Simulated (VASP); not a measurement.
**MgS: single point with PBE**

The system is MgS.

```
Mg S
1.0
     3.58601    0.00000    0.00000
    -1.79301    3.10558    0.00000
     0.00000    0.00000    6.14736
Mg S
2 2
Direct
  0.00000 0.00000 0.00000
  0.00000 0.00000 0.50000
  0.33333 0.66667 0.25000
  0.66667 0.33333 0.75000
```

The cell was built by a generator and needn't be a form met in nature.

The cell isn't the ideal one: biaxial_xy strain -1.6%.

| Property | Result |
| --- | --- |
| Program | VASP 6.6.1 |
| Task | single point |
| Functional | PBE |
| Potentials or basis | VASP PAW PBE potentials, release 64 (Mg, S) |
| Cutoff | 520 eV |
| k mesh | 12 × 12 × 4 |
| Occupations | fermi-dirac, width 0.02 eV |
| Spin | no spin polarisation |
| Dipole correction | no |
| Further INCAR settings | ALGO = Normal; EDIFF = 1e-06; NBANDS = 16 |

```yaml
Pressure: 3.6 GPa
Band_gap_on_the_k_mesh: 3.37 eV, indirect (least direct gap 3.72 eV)
```

Stress tensor (GPa, compression positive):
```
4.39 0.00 0.00
0.00 4.39 0.00
0.00 0.00 2.06
```

Levels at points of the mesh, in eV from the valence-band top:
```
           k point  band 4  band 5  band 6  band 7  band 8  band 9  band 10  band 11  band 12  band 13
(0.00, 0.00, 0.00)   -0.50   -0.50   -0.42    0.00    0.00    3.72     4.78     6.63     7.92     7.92
(0.50, 0.00, 0.00)   -3.84   -3.06   -1.88   -1.64   -0.69    4.03     4.34     4.94     6.95     7.98
(0.00, 0.00, 0.50)   -3.24   -0.25   -0.25   -0.25   -0.25    5.01     5.01     7.64     7.64     7.64
(0.50, 0.00, 0.50)   -4.75   -1.70   -1.70   -1.22   -1.22    3.94     3.94     5.19     5.19     8.96
```

Wall time 43 s on 1 thread of Intel(R) Xeon(R) Platinum 8488C (Sapphire Rapids), with other jobs on the host, peak memory 0.21 GiB.

A k mesh can miss the band edges.
